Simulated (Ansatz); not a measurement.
## Selenium (bcc) across density functionals

All rows: Ansatz, plane waves with scalar-relativistic PAW, 420 eV (500 eV for the SCAN forms), relaxed under each functional, no dispersion correction, no zero-point motion. B₀ comes from uniform scaling at fixed shape; a dash is a value not given.

```json
{"functional": "PBE", "V (Å³/atom)": "20.34", "cell": "a = 3.439 Å", "B₀ (GPa)": "72", "magnetic state": "spin not included", "ΔE to trigonal (grey) selenium (meV/atom)": "591"}
{"functional": "r²SCAN", "V (Å³/atom)": "20.25", "cell": "a = 3.434 Å", "B₀ (GPa)": "74", "magnetic state": "spin not included", "ΔE to trigonal (grey) selenium (meV/atom)": "722"}
{"functional": "PBEsol", "V (Å³/atom)": "19.24", "cell": "a = 3.376 Å", "B₀ (GPa)": "84", "magnetic state": "spin not included", "ΔE to trigonal (grey) selenium (meV/atom)": "463"}
{"functional": "LDA", "V (Å³/atom)": "18.91", "cell": "a = 3.357 Å", "B₀ (GPa)": "89", "magnetic state": "spin not included", "ΔE to trigonal (grey) selenium (meV/atom)": "444"}
{"functional": "revPBE", "V (Å³/atom)": "20.72", "cell": "a = 3.461 Å", "B₀ (GPa)": "67", "magnetic state": "spin not included", "ΔE to trigonal (grey) selenium (meV/atom)": "732"}
{"functional": "RPBE", "V (Å³/atom)": "20.90", "cell": "a = 3.471 Å", "B₀ (GPa)": "65", "magnetic state": "spin not included", "ΔE to trigonal (grey) selenium (meV/atom)": "778"}
{"functional": "BLYP", "V (Å³/atom)": "22.69", "cell": "a = 3.567 Å", "B₀ (GPa)": "55", "magnetic state": "spin not included", "ΔE to trigonal (grey) selenium (meV/atom)": "798"}
```

LDA gives the smallest volume and BLYP the largest.
